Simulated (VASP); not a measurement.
Here is a VASP 6.6.1 calculation.

File INCAR:

```
ALGO = Normal
EDIFF = 1E-7
ENCUT = 520
GGA = PS
ISIF = 2
ISMEAR = 0
LASPH = T
LCHARG = T
LELF = T
LREAL = F
LVHAR = T
LWAVE = F
NBANDS = 27
NELM = 80
PREC = Accurate
SIGMA = 0.1
```

File KPOINTS:

```
k-points
0
Gamma
  16 16 14
```

The input POSCAR:

```
HfSi2
1.0
    1.8261900000     -7.1790900000      0.0000000000
    1.8261900000      7.1790900000      0.0000000000
    0.0000000000      0.0000000000      3.6373100000
Hf Si
2 4
Direct
    0.8953300000      0.1046700000      0.2500000000
    0.1046700000      0.8953300000      0.7500000000
    0.2502000000      0.7498000000      0.2500000000
    0.7498000000      0.2502000000      0.7500000000
    0.4449600000      0.5550400000      0.7500000000
    0.5550400000      0.4449600000      0.2500000000
```

Potentials or basis: VASP PAW PBE potentials, release 64 (Hf_pv, Si).

Launch:

```console
$ cat potpaw_PBE.64/Hf_pv/POTCAR potpaw_PBE.64/Si/POTCAR > POTCAR
$ mpirun -np 1 vasp_std > vasp.out
```

(1) What does it give for the pressure?

(2) What does it give for the largest force?

## Answers

(1) 0.0 GPa.

(2) 0.015 eV/Å.

Caveat: the PAW data sets were made with another functional, which shifts forces and pressure a little.
